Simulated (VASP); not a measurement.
# SrO (P6_3/mmc) in VASP: a series of runs

The runs below take SrO through single point, with PBEsol.

Program: VASP 6.6.1. These are calculated values, not measurements. Logs are shortened: lines on timing, memory, paths and dates and some standing lists are left out, and cuts for length are marked.

### 1 The crystal as given

The structure is hexagonal, space group P6_3/mmc (No. 194). The conventional cell has a = 3.553 Å, b = 3.553 Å, c = 6.217 Å, α = 90.00°, β = 90.00°, γ = 120.00°. Sr (site symmetry -6m2) has 6 O at 2.57 Å as nearest neighbours. Around O (site symmetry -3m) lie 6 Sr at 2.57 Å.

Measurements of this composition are mostly on another form, of space group No. 225.

### 2 Single point, PBEsol

Input file INCAR:

```
SYSTEM = SrO
  PREC = Accurate
  ENCUT = 520
  EDIFF = 1E-6
  ISMEAR = 0
  SIGMA = 0.05
  LREAL = .FALSE.
  LASPH = .TRUE.
  NELM = 80
  ALGO = Normal
  ISIF = 2
  LWAVE = .FALSE.
  LCHARG = .FALSE.
  GGA = PS
  NBANDS = 24
```

Input file KPOINTS:

```
regular mesh
0
G
  9 9 4
  0 0 0
```

Input file POSCAR:

```
SrO
1.0
    3.5532880902      0.0000000000      0.0000000000
   -1.7766440451      3.0772377531      0.0000000000
    0.0000000000      0.0000000000      6.2173039800
Sr O
2 2
Direct
    0.3333333333      0.6666666667      0.2500000000
    0.6666666667      0.3333333333      0.7500000000
    0.0000000000      0.0000000000      0.0000000000
    0.0000000000      0.0000000000      0.5000000000
```

Potentials or basis: VASP PAW PBE potentials, release 64 (Sr_sv, O).

The run is started by

```sh
cat potpaw_PBE.64/Sr_sv/POTCAR potpaw_PBE.64/O/POTCAR > POTCAR
mpirun -np 1 vasp_std > vasp.out
```

OUTCAR:

```text
SYSTEM = SrO
   PREC = Accurate
   ENCUT = 520
   EDIFF = 1E-6
   ISMEAR = 0
   LREAL = .FALSE.
   LASPH = .TRUE.
   NELM = 80
   ISIF = 2
   GGA = PS

 ion  position               nearest neighbor table
   1  0.333  0.667  0.250-   3 2.57   4 2.57   3 2.57   4 2.57   3 2.57   4 2.57   2 3.72   2 3.72
                             2 3.72   2 3.72   2 3.72   2 3.72
   2  0.667  0.333  0.750-   3 2.57   4 2.57   3 2.57   4 2.57   3 2.57   4 2.57   1 3.72   1 3.72
                             1 3.72   1 3.72   1 3.72   1 3.72
   3  0.000  0.000  0.000-   1 2.57   2 2.57   2 2.57   1 2.57   2 2.57   1 2.57
   4  0.000  0.000  0.500-   1 2.57   2 2.57   2 2.57   1 2.57   2 2.57   1 2.57

  LATTYP: Found a hexagonal cell.
 ALAT       =     3.5532880902
 C/A-ratio  =     1.7497325919

  Lattice vectors:

 A1 = (   3.5532880902,   0.0000000000,   0.0000000000)
 A2 = (  -1.7766440451,   3.0772377531,   0.0000000000)
 A3 = (   0.0000000000,   0.0000000000,   6.2173039800)

Analysis of symmetry for initial positions (statically):
=====================================================================
 Subroutine PRICEL returns:
 Original cell was already a primitive cell.

 Routine SETGRP: Setting up the symmetry group for a
 hexagonal supercell.

 Subroutine GETGRP returns: Found 24 space group operations
 (whereof 12 operations were pure point group operations)
 out of a pool of 24 trial point group operations.

The static configuration has the point symmetry D_3d.
 The point group associated with its full space group is D_6h.

Analysis of symmetry for dynamics (positions and initial velocities):
=====================================================================
 Subroutine PRICEL returns:
 Original cell was already a primitive cell.

 Routine SETGRP: Setting up the symmetry group for a
 hexagonal supercell.

 Subroutine GETGRP returns: Found 24 space group operations
 (whereof 12 operations were pure point group operations)
 out of a pool of 24 trial point group operations.

The dynamic configuration has the point symmetry D_3d.
 The point group associated with its full space group is D_6h.

 Subroutine INISYM returns: Found 24 space group operations
 (whereof 12 operations are pure point group operations),
 and found     1 'primitive' translations

----------------------------------------------------------------------------------------

                                     Primitive cell

  volume of cell :      67.9819

  direct lattice vectors                    reciprocal lattice vectors
     3.553288090  0.000000000  0.000000000     0.281429475  0.162483383  0.000000000
[... 95 lines left out ...]
   NFREE  =      0    steps in history (QN), initial steepest desc. (CG)
   ISIF   =      2    stress and relaxation
   ISYM   =      2    0-nonsym 1-usesym 2-fastsym
   POTIM  = 0.5000    time-step for ionic-motion
   TEBEG  =    0.0;   TEEND  =   0.0 temperature during run
   PSTRESS=    0.0 pullay stress
   NELECT =      32.0000    total number of electrons
   NUPDOWN=      -1.0000    fix difference up-down
   EMIN   =  10.00;   EMAX   =-10.00  energy-range for DOS
   EFERMI =   0.00;   METHOD = LEGACY
   ISMEAR =     0;   SIGMA  =   0.05  broadening in eV -4-tet -1-fermi 0-gaus
   EFERMI_NEDOS =   21; number of points for ismear=-14 and -15
   IALGO  =     38    algorithm
   IMIX   =      4    mixing-type and parameters
     AMIX     =   0.40;   BMIX     =  1.00
     AMIX_MAG =   1.60;   BMIX_MAG =  1.00
  volume/ion in A,a.u.               =      17.00       114.69
  Fermi-wavevector in a.u.,A,eV,Ry     =   1.273484  2.406537 22.065419  1.621763
  Thomas-Fermi vector in A             =   2.406305
   LORBIT       =      0    0 simple, 1 ext, 2 COOP (PROOUT), +10 PAW based schemes
   GGA     = PS    functional components
   LHFCALC =     F    Hartree Fock is set to
   AEXX    =    0.0000 exact exchange contribution
   IVDW    =     0    specifies the selected vdW correction
   LEPSILON=     F    determine dielectric tensor
   LRPA    =     F    only Hartree local field effects (RPA)
 non-spin polarized calculation
 Gauss-broadening in eV      SIGMA  =   0.05
  energy-cutoff  :      520.00
  volume of cell :       67.98
 maximum number of plane-waves:      1853
 NGX is ok and might be reduce to    28
   NGX = 13   NGY = 13   NGZ = 23

 number of electron      32.0000014 magnetization

 Free energy of the ion-electron system (eV)
  ---------------------------------------------------
  ext. energy  EPLUGINS =         0.00000000
  ---------------------------------------------------
  free energy    TOTEN  =       -24.94711444 eV

  energy without entropy =      -24.94711444  energy(sigma->0) =      -24.94711444

 E-fermi :   2.3030     XC(G=0): -10.2667

 val. band max:        2.0344035473   @ k =   0.0000   0.0000   0.0000
 cond. band min:       4.9626513685   @ k =   0.0000   0.0000   0.0000
 fundamental gap:      2.9282478212
 Fermi energy:         2.3030182911

 k-point     1 :       0.0000    0.0000    0.0000
  band No.  band energies     occupation
      1     -30.8020      2.00000
      2     -30.6914      2.00000
      3     -14.9847      2.00000
      4     -13.4286      2.00000
      5     -12.4888      2.00000
      6     -12.4888      2.00000
[... 637 lines left out ...]
     23      11.7458      0.00000
     24      11.8861      0.00000

 [... further k-points ...]

------------------------ aborting loop because EDIFF is reached ----------------------------------------

  FORCE on cell =-STRESS in cart. coord.  units (eV):
  Direction    XX          YY          ZZ          XY          YZ          ZX
  --------------------------------------------------------------------------------------
  -------------------------------------------------------------------------------------
  Total       -0.6838841     -0.6838841     -0.9360308      0.0000000     -0.0000000      0.0000000
  in kB      -16.1175673    -16.1175673    -22.0600832      0.0000000     -0.0000000      0.0000000
  external PRESSURE =     -18.0984059 kB  Pullay stress =       0.0000000 kB

 VOLUME and BASIS-vectors are now :
 -----------------------------------------------------------------------------
  energy-cutoff  :      520.00
  volume of cell :       67.98
      direct lattice vectors                 reciprocal lattice vectors
     3.553288090  0.000000000  0.000000000     0.281429475  0.162483383  0.000000000
    -1.776644045  3.077237753  0.000000000     0.000000000  0.324966766  0.000000000
     0.000000000  0.000000000  6.217303980     0.000000000  0.000000000  0.160841420

 POSITION                                       TOTAL-FORCE (eV/Angst)
 -----------------------------------------------------------------------------------
     -0.00000      2.05149      1.55433         0.000000     -0.000000      0.000000
      1.77664      1.02575      4.66298        -0.000000      0.000000      0.000000
      0.00000      0.00000      0.00000         0.000000     -0.000000      0.000000
      0.00000      0.00000      3.10865        -0.000000     -0.000000      0.000000
 -----------------------------------------------------------------------------------
    total drift:                               -0.000000      0.000000     -0.000000

  FREE ENERGIE OF THE ION-ELECTRON SYSTEM (eV)
  ---------------------------------------------------
  free  energy   TOTEN  =       -24.9471144385 eV

  energy  without entropy=      -24.9471144385  energy(sigma->0) =      -24.94711444
```

OSZICAR:

```text
N       E                     dE             d eps       ncg     rms          rms(c)
DAV:   1     0.167892903408E+03    0.16789E+03   -0.16117E+04  1728   0.127E+03
DAV:   2    -0.199137605272E+02   -0.18781E+03   -0.17727E+03  2520   0.281E+02
DAV:   3    -0.288864248952E+02   -0.89727E+01   -0.89098E+01  2520   0.554E+01
DAV:   4    -0.291416755985E+02   -0.25525E+00   -0.25515E+00  2400   0.714E+00
DAV:   5    -0.291432277759E+02   -0.15522E-02   -0.15521E-02  2368   0.707E-01    0.236E+01
DAV:   6    -0.252094808666E+02    0.39337E+01   -0.17095E+01  1872   0.231E+01    0.277E+01
DAV:   7    -0.250620013755E+02    0.14748E+00   -0.13962E+00  2504   0.638E+00    0.186E+01
DAV:   8    -0.249628620810E+02    0.99139E-01   -0.66805E-01  1808   0.528E+00    0.209E+00
DAV:   9    -0.249451932510E+02    0.17669E-01   -0.64159E-02  2608   0.174E+00    0.525E-01
DAV:  10    -0.249467936177E+02   -0.16004E-02   -0.72231E-03  2248   0.455E-01    0.218E-01
DAV:  11    -0.249470657049E+02   -0.27209E-03   -0.96523E-04  2024   0.176E-01    0.241E-02
DAV:  12    -0.249471181282E+02   -0.52423E-04   -0.11833E-04  2384   0.558E-02    0.436E-02
DAV:  13    -0.249471140054E+02    0.41228E-05   -0.13064E-05  1928   0.243E-02    0.130E-02
DAV:  14    -0.249471144385E+02   -0.43310E-06   -0.26569E-06  2088   0.984E-03
   1 F= -.24947114E+02 E0= -.24947114E+02  d E =-.254353E-16
```

It took 50 s on 1 thread of Intel Xeon Platinum 8488C (Sapphire Rapids), shared host; peak memory 0.2 GiB.

Results:

```yaml
Free_energy: -24.9471 eV
Pressure: -1.8 GPa
Band_gap_on_the_k_mesh: 2.93 eV, direct
```

Caveat: the PAW data sets were made with another functional, which shifts forces and pressure a little; an odd mesh through Γ misses points on the zone boundary, where band edges often lie.

### 3 Single point, PBEsol

Input file INCAR:

```
SYSTEM = SrO
ALGO = Normal
EDIFF = 1E-6
ENCUT = 520
GGA = PS
ISIF = 2
ISMEAR = 0
LASPH = .TRUE.
LCHARG = .TRUE.
LELF = .TRUE.
LREAL = .FALSE.
LVHAR = .TRUE.
LWAVE = .FALSE.
NBANDS = 24
NELM = 80
PREC = Accurate
SIGMA = 0.05
```

Input file KPOINTS:

```
k-points
0
G
  9 9 4
  0 0 0
```

POSCAR is that of step 2.

Potentials or basis: VASP PAW PBE potentials, release 64 (Sr_sv, O).

The run is started by

```sh
cat potpaw_PBE.64/Sr_sv/POTCAR potpaw_PBE.64/O/POTCAR > POTCAR
mpirun -np 1 vasp_std > vasp.out
```

OUTCAR:

```text
SYSTEM = SrO
   EDIFF = 1E-6
   ENCUT = 520
   GGA = PS
   ISIF = 2
   ISMEAR = 0
   LASPH = .TRUE.
   LREAL = .FALSE.
   NELM = 80
   PREC = Accurate

 ion  position               nearest neighbor table
   1  0.333  0.667  0.250-   3 2.57   4 2.57   3 2.57   4 2.57   3 2.57   4 2.57   2 3.72   2 3.72
                             2 3.72   2 3.72   2 3.72   2 3.72
   2  0.667  0.333  0.750-   3 2.57   4 2.57   3 2.57   4 2.57   3 2.57   4 2.57   1 3.72   1 3.72
                             1 3.72   1 3.72   1 3.72   1 3.72
   3  0.000  0.000  0.000-   1 2.57   2 2.57   2 2.57   1 2.57   2 2.57   1 2.57
   4  0.000  0.000  0.500-   1 2.57   2 2.57   2 2.57   1 2.57   2 2.57   1 2.57

  LATTYP: Found a hexagonal cell.
 ALAT       =     3.5532880902
 C/A-ratio  =     1.7497325919

  Lattice vectors:

 A1 = (   3.5532880902,   0.0000000000,   0.0000000000)
 A2 = (  -1.7766440451,   3.0772377531,   0.0000000000)
 A3 = (   0.0000000000,   0.0000000000,   6.2173039800)

Analysis of symmetry for initial positions (statically):
[... 180 lines left out ...]

 E-fermi :   2.3030     XC(G=0): -10.2667

 val. band max:        2.0344035473   @ k =   0.0000   0.0000   0.0000
 cond. band min:       4.9626513685   @ k =   0.0000   0.0000   0.0000
 fundamental gap:      2.9282478212
 Fermi energy:         2.3030182911

 k-point     1 :       0.0000    0.0000    0.0000
  band No.  band energies     occupation
      1     -30.8020      2.00000
      2     -30.6914      2.00000
      3     -14.9847      2.00000
      4     -13.4286      2.00000
      5     -12.4888      2.00000
      6     -12.4888      2.00000
[... 637 lines left out ...]
     23      11.7458      0.00000
     24      11.8861      0.00000

 [... further k-points ...]

------------------------ aborting loop because EDIFF is reached ----------------------------------------

  FORCE on cell =-STRESS in cart. coord.  units (eV):
  Direction    XX          YY          ZZ          XY          YZ          ZX
  --------------------------------------------------------------------------------------
  -------------------------------------------------------------------------------------
  Total       -0.6838841     -0.6838841     -0.9360308      0.0000000     -0.0000000      0.0000000
  in kB      -16.1175673    -16.1175673    -22.0600832      0.0000000     -0.0000000      0.0000000
  external PRESSURE =     -18.0984059 kB  Pullay stress =       0.0000000 kB

 VOLUME and BASIS-vectors are now :
 -----------------------------------------------------------------------------
  energy-cutoff  :      520.00
  volume of cell :       67.98
      direct lattice vectors                 reciprocal lattice vectors
     3.553288090  0.000000000  0.000000000     0.281429475  0.162483383  0.000000000
    -1.776644045  3.077237753  0.000000000     0.000000000  0.324966766  0.000000000
     0.000000000  0.000000000  6.217303980     0.000000000  0.000000000  0.160841420

 POSITION                                       TOTAL-FORCE (eV/Angst)
 -----------------------------------------------------------------------------------
     -0.00000      2.05149      1.55433         0.000000     -0.000000      0.000000
      1.77664      1.02575      4.66298        -0.000000      0.000000      0.000000
      0.00000      0.00000      0.00000         0.000000     -0.000000      0.000000
      0.00000      0.00000      3.10865        -0.000000     -0.000000      0.000000
 -----------------------------------------------------------------------------------
    total drift:                               -0.000000      0.000000     -0.000000

  FREE ENERGIE OF THE ION-ELECTRON SYSTEM (eV)
  ---------------------------------------------------
  free  energy   TOTEN  =       -24.9471144385 eV

  energy  without entropy=      -24.9471144385  energy(sigma->0) =      -24.94711444
```

stdout:

```text
POSCAR found type information on POSCAR SrO
 POSCAR found :  2 types and       4 ions
 scaLAPACK will be used
 -----------------------------------------------------------------------------
|                                                                             |
|                                                                             |
|     You enforced a specific xc type in the INCAR file but a different       |
|     I HOPE YOU KNOW WHAT YOU ARE DOING!                                     |
|                                                                             |
 -----------------------------------------------------------------------------

 LDA part: xc-table for (Slater+PW92), standard interpolation
 POSCAR, INCAR and KPOINTS ok, starting setup
 FFT: planning ... GRIDC
 FFT: planning ... GRID_SOFT
 FFT: planning ... GRID
 WAVECAR not read
 entering main loop
```

Run time: 42 s. Hardware: 1 thread of Intel Xeon Platinum 8488C (Sapphire Rapids), shared host; peak memory 0.21 GiB.

Results:

| Quantity | Value |
| --- | --- |
| Free energy | -24.9471 eV |
| Pressure | -1.8 GPa |
| Band gap on the k mesh | 2.93 eV, direct |

Caveat: the PAW data sets were made with another functional, which shifts forces and pressure a little; an odd mesh through Γ misses points on the zone boundary, where band edges often lie.
